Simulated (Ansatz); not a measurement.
## SnO₂ as a strained film

Theory: DFT LDA, scalar-relativistic, plane waves, PAW in Ansatz. Run with 420 eV cutoff, 6×6×8 k-mesh, Gaussian smearing of 0.02 eV, no spin polarisation.

Starting point, cell and atoms relaxed:

```
CELL_PARAMETERS angstrom
4.72127 0.00000 0.00000
0.00000 4.72425 0.00000
0.00000 0.00000 3.19002
ATOMIC_POSITIONS crystal
Sn 0.50000 0.50000 0.50000
Sn 0.00000 0.00000 0.00000
O 0.30557 0.30657 0.00000
O 0.80557 0.19343 0.50000
O 0.19443 0.80657 0.50000
O 0.69443 0.69343 0.00000
```

The a-b plane is strained alike in both directions, as on a substrate, while c and the atoms relax within the symmetry that the strain leaves. Stress is positive in compression; energies are free energies at the smearing used, per atom.

| strain (%) | c (Å) | σ in plane (GPa) | ΔE (meV/atom) |
| --- | --- | --- | --- |
| -6.0 | 3.3638 | 21.64 | 91.79 |
| -4.0 | 3.2977 | 13.93 | 39.68 |
| -2.0 | 3.2400 | 6.66 | 9.57 |
| +0.0 | 3.1900 | -0.02 | 0.00 |
| +2.0 | 3.1477 | -5.90 | 9.11 |
| +4.0 | 3.1122 | -10.76 | 34.32 |
| +6.0 | 3.0828 | -14.47 | 72.79 |

**Question.** Get the biaxial modulus twice, from the stresses and from the energies of the innermost pair.

**Answer.** From stress: M = −Δσ/Δε = (6.66 − (-5.90)) / 0.040 = 314 GPa. Two in-plane directions each store σε/2, so the energy density is Mε²: M = (mean ΔE)/(V ε²) = 9.34 meV / (11.859 Å³ × 0.020²) × 0.16022 GPa Å³/meV = 315 GPa. The two agree.

**Question.** How well does Mε², with M from the stresses, predict the outermost points?

**Answer.** 83.7 meV predicted against 91.8 computed at -6.0 %; 83.7 meV predicted against 72.8 computed at +6.0 %. Compression costs more than stretching, the usual sign of bonds that stiffen as they shorten.

**Question.** How does c respond, and up to what thickness can a film with 1 % or 2 % misfit stay coherent on a thick substrate?

**Answer.** c answers with ε_c = −0.72 ε. In an isotropic solid that ratio is 2ν/(1 − ν), so ν = r/(2 + r) = 0.27. A film of thickness h stores Mε²h per area, 31.4 mJ/m² per nm at 1 %. The Matthews–Blakeslee balance for pure edge misfit dislocations, h = b/(8πf(1 + ν)) × (ln(h/b) + 1), with b taken as the in-plane vector a = 4.72 Å, solved by iteration, gives 5.0 nm at f = 1 % and 1.7 nm at 2 %. This is an isotropic estimate in which the moduli cancel; the real Burgers vector, glide system, anisotropy and slow kinetics can shift it by a factor of a few, mostly upward.